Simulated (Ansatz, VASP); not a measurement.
Mg in VASP and in Ansatz

```xyz
2
Lattice="3.1325 0.0000 0.0000 -1.5663 2.7128 0.0000 0.0000 0.0000 5.0849" Properties=species:S:1:pos:R:3 pbc="T T T"
Mg    0.0000    1.8086    1.2712
Mg    1.5663    0.9043    3.8137
```

Alike in both runs: task single point; functional LDA; k mesh 12 × 12 × 6; occupations gaussian, width 0.3 eV; no spin polarisation.

```csv
,VASP,Ansatz
version,VASP 6.6.1,Ansatz 0.2.0
potentials or method,"VASP PAW LDA potentials, release 64 (Mg)","plane waves (420 eV) with PAW, scalar-relativistic"
plane-wave cutoff (eV),520,420
valence electrons in the cell,4,20
```

Ansatz gave:

- pressure (GPa): 0.1
- largest component of the traceless stress (GPa): 0.39

Q: Estimate VASP's values.

A: Pressure (GPa): -0.3; largest component of the traceless stress (GPa): 0.39.

The two sets of potentials don't hold the same shells in valence. Ansatz warned: «pseudo_functional_mismatch».
